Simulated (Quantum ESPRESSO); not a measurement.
# GaN (P-6m2) in Quantum ESPRESSO: convergence with smearing width

Aim: find how far smearing width must go before the results for GaN settle, at PBEsol. This setting moves, with any that are tied to it; all else stays.

Everything below comes from runs of Quantum ESPRESSO 7.5. Logs are shortened: lines on timing, memory, paths and dates and some standing lists are left out, and cuts for length are marked.

## Step 1: The crystal as given

The structure is hexagonal, space group P-6m2 (No. 187). Conventional cell: a = 2.981 Å, b = 2.981 Å, c = 2.683 Å, α = 90.00°, β = 90.00°, γ = 120.00°. Ga (site symmetry -6m2) has 6 N at 2.18 Å as nearest neighbours. N (site symmetry -6m2) has 6 Ga at 2.18 Å as nearest neighbours.

The cell was built by a generator and needn't be a form met in nature.

## Step 2: With smearing width 0.5 eV

pw.in

```
&CONTROL
  calculation = 'scf'
  prefix = 'pwscf'
  outdir = './tmp'
  pseudo_dir = './pseudo'
  tprnfor = .true.
  tstress = .true.
  disk_io = 'nowf'
/
&SYSTEM
  ibrav = 0
  nat = 2
  ntyp = 2
  ecutwfc = 84
  nbnd = 15
  occupations = 'smearing'
  smearing = 'fd'
  degauss = 0.03674932
/
&ELECTRONS
  conv_thr = 4d-10
  electron_maxstep = 120
  mixing_beta = 0.5
/
ATOMIC_SPECIES
Ga    69.7230 Ga.upf
N     14.0070 N.upf
CELL_PARAMETERS angstrom
   2.9806400000    0.0000000000    0.0000000000
  -1.4903200000    2.5813100000    0.0000000000
   0.0000000000    0.0000000000    2.6833700000
ATOMIC_POSITIONS crystal
Ga     0.6666700000    0.3333300000    0.5000000000
N      0.0000000000    0.0000000000    0.0000000000
K_POINTS automatic
10 10 10 0 0 0
```

Potentials or basis: PseudoDojo 0.4.1 SR PBEsol standard.

Command:

```sh
OMP_NUM_THREADS=1 pw.x -in pw.in > pw.out
```

pw.out:

```text
This program is part of the open-source Quantum ESPRESSO suite
     for quantum simulation of materials; please cite
         "P. Giannozzi et al., J. Phys.:Condens. Matter 21 395502 (2009);
         "P. Giannozzi et al., J. Phys.:Condens. Matter 29 465901 (2017);
         "P. Giannozzi et al., J. Chem. Phys. 152 154105 (2020);
     in publications or presentations arising from this work. More details at

     Message from routine find_sym:
     Not a group! Trying with lower acceptance parameter...
     Message from routine find_sym:
     Symmetry operations form a group
     Message from routine setup:
     using ibrav=0 with symmetry is DISCOURAGED, use correct ibrav instead

     G-vector sticks info
     --------------------
     sticks:   dense  smooth     PW     G-vecs:    dense   smooth      PW
     Sum         745     745    223                14489    14489    2411

     Using Slab Decomposition

     bravais-lattice index     =            0
     lattice parameter (alat)  =       5.6326  a.u.
     unit-cell volume          =     139.3243 (a.u.)^3
     number of atoms/cell      =            2
     number of atomic types    =            2
     number of electrons       =        18.00
     number of Kohn-Sham states=           15
     kinetic-energy cutoff     =      84.0000  Ry
     charge density cutoff     =     336.0000  Ry
     scf convergence threshold =      4.0E-10
     mixing beta               =       0.5000
     number of iterations used =            8  plain     mixing
     Exchange-correlation= PBESOL
                           (   1   4  10   8   0   0   0)

     celldm(1)=   5.632593  celldm(2)=   0.000000  celldm(3)=   0.000000
     celldm(4)=   0.000000  celldm(5)=   0.000000  celldm(6)=   0.000000

     crystal axes: (cart. coord. in units of alat)
               a(1) = (   1.000000   0.000000   0.000000 )
               a(2) = (  -0.500000   0.866025   0.000000 )
               a(3) = (   0.000000   0.000000   0.900266 )

     reciprocal axes: (cart. coord. in units 2 pi/alat)
               b(1) = (  1.000000  0.577350 -0.000000 )
               b(2) = (  0.000000  1.154701  0.000000 )
               b(3) = (  0.000000 -0.000000  1.110782 )

     PseudoPot. # 1 for Ga read from file:
     Ga.upf
     Pseudo is Norm-conserving + core correction, Zval = 13.0
     Generated using ONCVPSP code by D. R. Hamann
     Using radial grid of 1902 points,  6 beta functions with:
                l(1) =   0
                l(2) =   0
                l(3) =   1
                l(4) =   1
                l(5) =   2
                l(6) =   2

     PseudoPot. # 2 for N  read from file:
     N.upf
     Pseudo is Norm-conserving + core correction, Zval =  5.0
     Generated using ONCVPSP code by D. R. Hamann
     Using radial grid of 1058 points,  4 beta functions with:
                l(1) =   0
                l(2) =   0
                l(3) =   1
                l(4) =   1

     atomic species   valence    mass     pseudopotential
     Ga               13.00    69.72300     Ga( 1.00)
     N                 5.00    14.00700     N ( 1.00)

      4 Sym. Ops. (no inversion) found

   Cartesian axes

     site n.     atom                  positions (alat units)
         1        Ga     tau(   1) = (   0.5000050   0.2886723   0.4501332  )
         2        N      tau(   2) = (   0.0000000   0.0000000   0.0000000  )

     number of k points=   186  Fermi-Dirac smearing, width (Ry)=  0.0367

     Number of k-points >= 100: set verbosity='high' to print them.

     Dense  grid:    14489 G-vectors     FFT dimensions: (  36,  36,  30)

     Initial potential from superposition of free atoms

     starting charge      17.9975, renormalised to      18.0000
     Starting wfcs are   13 randomized atomic wfcs +    2 random wfcs

     Self-consistent Calculation

     iteration #  1     ecut=    84.00 Ry     beta= 0.50
     Davidson diagonalization with overlap
     ethr =  1.00E-02,  avg # of iterations =  4.2

     total energy              =    -173.17784074 Ry
     estimated scf accuracy    <       0.44572051 Ry

     iteration #  2     ecut=    84.00 Ry     beta= 0.50
     Davidson diagonalization with overlap
     ethr =  2.48E-03,  avg # of iterations =  2.0

     total energy              =    -173.30951284 Ry
     estimated scf accuracy    <       0.16873014 Ry

     iteration #  3     ecut=    84.00 Ry     beta= 0.50
     Davidson diagonalization with overlap
     ethr =  9.37E-04,  avg # of iterations =  1.7

     negative rho (up, down):  3.852E-07 0.000E+00

     total energy              =    -173.33885347 Ry
     estimated scf accuracy    <       0.00243782 Ry

     iteration #  4     ecut=    84.00 Ry     beta= 0.50
     Davidson diagonalization with overlap
     ethr =  1.35E-05,  avg # of iterations =  2.9

     total energy              =    -173.33918896 Ry
     estimated scf accuracy    <       0.00023031 Ry

     iteration #  5     ecut=    84.00 Ry     beta= 0.50
     Davidson diagonalization with overlap
     ethr =  1.28E-06,  avg # of iterations =  2.5

     total energy              =    -173.33920237 Ry
     estimated scf accuracy    <       0.00000453 Ry

     iteration #  6     ecut=    84.00 Ry     beta= 0.50
     Davidson diagonalization with overlap
     ethr =  2.52E-08,  avg # of iterations =  2.3

     total energy              =    -173.33920344 Ry
     estimated scf accuracy    <       0.00000072 Ry

     iteration #  7     ecut=    84.00 Ry     beta= 0.50
     Davidson diagonalization with overlap
     ethr =  3.98E-09,  avg # of iterations =  1.8

     total energy              =    -173.33920357 Ry
     estimated scf accuracy    <       0.00000004 Ry

     iteration #  8     ecut=    84.00 Ry     beta= 0.50
     Davidson diagonalization with overlap
     ethr =  2.14E-10,  avg # of iterations =  2.0

     total energy              =    -173.33920358 Ry
     estimated scf accuracy    <          9.5E-10 Ry

     iteration #  9     ecut=    84.00 Ry     beta= 0.50
     Davidson diagonalization with overlap
     ethr =  5.28E-12,  avg # of iterations =  2.6

     End of self-consistent calculation

     Number of k-points >= 100: set verbosity='high' to print the bands.

     the Fermi energy is    13.5111 ev

!    total energy              =    -173.33920358 Ry
     estimated scf accuracy    <          2.6E-10 Ry
     smearing contrib. (-TS)   =      -0.02710122 Ry
     internal energy E=F+TS    =    -173.31210236 Ry

     The total energy is F=E-TS. E is the sum of the following terms:
     one-electron contribution =     -39.23714481 Ry
     hartree contribution      =      37.86905085 Ry
     xc contribution           =     -47.51346447 Ry
     ewald contribution        =    -124.43054392 Ry

     convergence has been achieved in   9 iterations

     Forces acting on atoms (cartesian axes, Ry/au):

     atom    1 type  1   force =    -0.00000177    0.00000102    0.00000000
     atom    2 type  2   force =     0.00000177   -0.00000102    0.00000000

     Total force =     0.000003     Total SCF correction =     0.000000

     Computing stress (Cartesian axis) and pressure

          total   stress  (Ry/bohr**3)                   (kbar)     P=      -36.55
  -0.00038659   0.00000001   0.00000000          -56.87        0.00        0.00
   0.00000001  -0.00038658   0.00000000            0.00      -56.87        0.00
   0.00000000   0.00000000   0.00002785            0.00        0.00        4.10

=------------------------------------------------------------------------------=
   JOB DONE.
=------------------------------------------------------------------------------=
```

Wall time 54 s (1 thread of Arm Neoverse V2, shared host); peak memory 0.11 GiB.

Results:

```yaml
Free_energy: -2358.4000 eV
Pressure: -3.7 GPa
Band_gap_on_the_k_mesh: none (metal or under the smearing width)
```

## Step 3: With smearing width 0.3 eV

pw.in: that of step 2 with these lines changed.

```diff
@@ -17,3 +17,3 @@
   smearing = 'fd'
-  degauss = 0.03674932
+  degauss = 0.02204959
 /
```

Potentials or basis: PseudoDojo 0.4.1 SR PBEsol standard.

Command:

```sh
OMP_NUM_THREADS=1 pw.x -in pw.in > pw.out
```

Run time: 53 s. Hardware: 1 thread of Arm Neoverse V2, shared host; peak memory 0.11 GiB.

What came out:

```
Free energy            : -2358.2812 eV
Pressure               : -5.2 GPa
Band gap on the k mesh : none (metal or under the smearing width)
```

## Step 4: With smearing width 0.2 eV

pw.in: that of step 3 with these lines changed.

```diff
@@ -17,3 +17,3 @@
   smearing = 'fd'
-  degauss = 0.02204959
+  degauss = 0.01469973
 /
```

Command:

```sh
OMP_NUM_THREADS=1 pw.x -in pw.in > pw.out
```

Run time: 53 s. Hardware: 1 thread of Arm Neoverse V2, shared host; peak memory 0.11 GiB.

Results:

| Quantity | Value |
| --- | --- |
| Free energy | -2358.2427 eV |
| Pressure | -5.8 GPa |
| Band gap on the k mesh | none (metal or under the smearing width) |

## Step 5: With smearing width 0.136 eV

pw.in: that of step 4 with these lines changed.

```diff
@@ -17,3 +17,3 @@
   smearing = 'fd'
-  degauss = 0.01469973
+  degauss = 0.00999582
 /
```

Command:

```sh
OMP_NUM_THREADS=1 pw.x -in pw.in > pw.out
```

Wall time 51 s (1 thread of Arm Neoverse V2, shared host); peak memory 0.11 GiB.

Results:

* Free energy: -2358.2257 eV
* Pressure: -6.1 GPa
* Band gap on the k mesh: none (metal or under the smearing width)

## Step 6: With smearing width 0.1 eV

pw.in: that of step 5 with these lines changed.

```diff
@@ -17,3 +17,3 @@
   smearing = 'fd'
-  degauss = 0.00999582
+  degauss = 0.00734986
 /
```

Potentials or basis: PseudoDojo 0.4.1 SR PBEsol standard.

Command:

```sh
OMP_NUM_THREADS=1 pw.x -in pw.in > pw.out
```

Wall time 50 s (1 thread of Arm Neoverse V2, shared host); peak memory 0.11 GiB.

It converged, with:

```
Free energy            : -2358.2188 eV
Pressure               : -6.2 GPa
Band gap on the k mesh : none (metal or under the smearing width)
```

## Step 7: With smearing width 0.05 eV

pw.in: that of step 6 with these lines changed.

```diff
@@ -17,3 +17,3 @@
   smearing = 'fd'
-  degauss = 0.00734986
+  degauss = 0.00367493
 /
```

Command:

```sh
OMP_NUM_THREADS=1 pw.x -in pw.in > pw.out
```

Run time: 51 s. Hardware: 1 thread of Arm Neoverse V2, shared host; peak memory 0.11 GiB.

Results (log left out):

```
Free energy            : -2358.2127 eV
Pressure               : -6.3 GPa
Band gap on the k mesh : none (metal or under the smearing width)
```

## Step 8: With smearing width 0.025 eV

pw.in: that of step 7 with these lines changed.

```diff
@@ -17,3 +17,3 @@
   smearing = 'fd'
-  degauss = 0.00367493
+  degauss = 0.00183747
 /
```

Command:

```sh
OMP_NUM_THREADS=1 pw.x -in pw.in > pw.out
```

Wall time 57 s (1 thread of Arm Neoverse V2, shared host); peak memory 0.11 GiB.

The run converged. Its results:

```yaml
Free_energy: -2358.2114 eV
Pressure: -6.4 GPa
Band_gap_on_the_k_mesh: none (metal or under the smearing width)
```

## Step 9: With smearing width 0.01 eV

pw.in: that of step 8 with these lines changed.

```diff
@@ -17,3 +17,3 @@
   smearing = 'fd'
-  degauss = 0.00183747
+  degauss = 0.00073499
 /
```

Potentials or basis: PseudoDojo 0.4.1 SR PBEsol standard.

Command:

```sh
OMP_NUM_THREADS=1 pw.x -in pw.in > pw.out
```

Wall time 50 s (1 thread of Arm Neoverse V2, shared host); peak memory 0.11 GiB.

It converged, with:

- Free energy: -2358.2112 eV
- Pressure: -6.4 GPa
- Band gap on the k mesh: none (metal or under the smearing width)

## Step 10: The series at a glance

```csv
smearing width,"energy less the tightest run, at zero smearing (meV/atom)",pressure (GPa),SCF cycles,CPU time (s),peak memory (GiB)
0.5 eV,-2.26,-3.65,9,54,0.11
0.3 eV,-0.92,-5.23,9,53,0.11
0.2 eV,-0.10,-5.78,9,53,0.11
0.136 eV,0.16,-6.05,9,51,0.11
0.1 eV,0.25,-6.17,9,50,0.11
0.05 eV,0.19,-6.30,9,51,0.11
0.025 eV,0.04,-6.36,10,57,0.11
0.01 eV,0.00,-6.39,9,50,0.11
```

Against the tightest run, the energy stays within 1 meV/atom from 0.3 eV on; the pressure stays within 0.1 GPa from 0.05 eV on. Narrower smearing needs a denser k mesh, so at a fixed mesh the narrowest width isn't the most accurate. The tightest run that finished is the yardstick and may itself not be fully converged.
